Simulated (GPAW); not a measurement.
Runs of GPAW 26.7.0 on CuCl2. Symmetry: P4/mmm, No. 123, tetragonal system. Conventional cell: a = 4.521 Å, b = 4.521 Å, c = 4.318 Å, α = 90.00°, β = 90.00°, γ = 90.00°. Cu (site symmetry 4/mmm) has 4 Cl at 2.26 Å as nearest neighbours. Cl (site symmetry mmm) is surrounded by 2 Cu at 2.26 Å. Measurements of this composition are mostly on another form, of space group No. 12.

```tsv
level	gap on the mesh (eV)	pressure (GPa)	relaxed volume (Å³/atom)
PBEsol	none	0.1	(a)
PBEsol+D3	none	0.0	23.97
PBEsol+D3(BJ)	none	0.0	23.72
PBEsol+D3(BJ)+ATM	none	0.0	(b)
PBEsol+D4	none	0.0	24.38
```

Alike in all rows: task relaxation of cell and atoms; potentials or basis PAW data sets generated in the run's folder for this functional, pw; no spin polarisation; cell relaxed; k mesh 5 × 5 × 5; cutoff (eV) 600; smearing fermi-dirac 0.05 eV.

**Question.** Estimate the missing entries.

**Answer.** (a) 28.65; (b) 23.94.

Caveats: with this Cu data set, volumes or pressures lay over 1.5 % or 2 GPa off other programs in two to four cells of ten; later steps reuse the first step's grids; an odd number of electrons without spin polarisation forces a metal; a magnetic or distorted state may lie lower; the run has no spin polarisation, though such a crystal can be magnetic; semilocal functionals often make such compounds metallic where correlation or magnetic order opens a gap, which also shifts bond lengths; the volume moved by over 15 % at a fixed basis, so the end points are rough (some runs).

A gap of «none» marks a metal or a gap under the smearing width.
